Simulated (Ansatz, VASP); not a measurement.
## Ba in VASP and in Ansatz

```
Ba
1.0
     0.00000    5.51478    5.51478
     5.51478    0.00000    5.51478
     5.51478    5.51478    0.00000
Ba
2
Direct
  0.12500 0.12500 0.12500
  0.87500 0.87500 0.87500
```

Alike in both runs: task single point; functional BLYP; k mesh 6 × 6 × 6; occupations fermi-dirac, width 0.1 eV; no spin polarisation.

|  | VASP | Ansatz |
| --- | --- | --- |
| version | VASP 6.6.1 | Ansatz 0.2.0 |
| potentials or method | VASP PAW PBE potentials, release 64 (Ba_sv) | plane waves (420 eV) with PAW, scalar-relativistic |
| plane-wave cutoff (eV) | 520 | 420 |
| valence electrons in the cell | 20 | 20 |

VASP gave:

```
pressure (GPa) : 0.0
```

**Question.** Estimate Ansatz's values.

**Answer.** Pressure (GPa): -0.1.

With one functional, cell and mesh, what is left measures potentials, basis and numerics.

Caveats: the PAW data sets were made with another functional, which shifts forces and pressure a little (VASP). Spin-orbit coupling is left out, which matters for the levels of Ba.
